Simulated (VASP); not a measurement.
Here is the system:

```
CELL_PARAMETERS angstrom
     -2.81182     2.81182     5.66711
      2.81182    -2.81182     5.66711
      2.81182     2.81182    -5.66711
ATOMIC_POSITIONS crystal
  In 0.50000 0.50000 0.00000
  In 0.25000 0.75000 0.50000
  Cu 0.75000 0.25000 0.50000
  Cu 0.00000 0.00000 0.00000
  S  0.87500 0.90380 0.52880
  S  0.09620 0.62500 0.97120
  S  0.37500 0.34620 0.47120
  S  0.65380 0.12500 0.02880
```

These are PBE GGA, VASP's PBE PAW potentials (set 64) (plane waves; VASP) values and carry that method's errors. Numerical set-up: 300 eV cut-off, 4×4×4 Γ-centred mesh, Gaussian smearing of 0.14 eV, potentials In_d Cu S.

At this cut-off the stress carries a Pulay error, which pulls relaxed volumes low. Energy and stress use the plane-wave basis of the starting cell.

Q: The ions, cell shape and volume are relaxed. What does this cell relax into?

A: 
```
CELL_PARAMETERS angstrom
     -2.78300     2.78300     5.60709
      2.78300    -2.78300     5.60709
      2.78300     2.78300    -5.60709
ATOMIC_POSITIONS crystal
  In 0.50000 0.50000 0.00000
  In 0.25000 0.75000 0.50000
  Cu 0.75000 0.25000 0.50000
  Cu 0.00000 0.00000 0.00000
  S  0.87500 0.90478 0.52978
  S  0.09522 0.62500 0.97022
  S  0.37500 0.34522 0.47022
  S  0.65478 0.12500 0.02978
```
Space group I-42d (122), at a tolerance of 0.03 Å.

Q: How do energy and volume change from the first to the last step?

A: The energy (σ→0) changes by -4.7 meV/atom and the volume by -3.1 %, in 7 ionic steps.

The structure comes from a computed database's InCuS2 entry; how it stands against other phases isn't given here. This run relaxes it. Symmetry was kept, so distortions that lower it aren't found. The k-mesh is coarse (spacing up to 0.40 per Å, 2π included), so the numbers may not be converged in it. The run is one of a series of settings (EDIFFG = -0.01, IBRION = 2, ISIF = 3, NSW = 50 against the base run), some of them coarse on purpose.
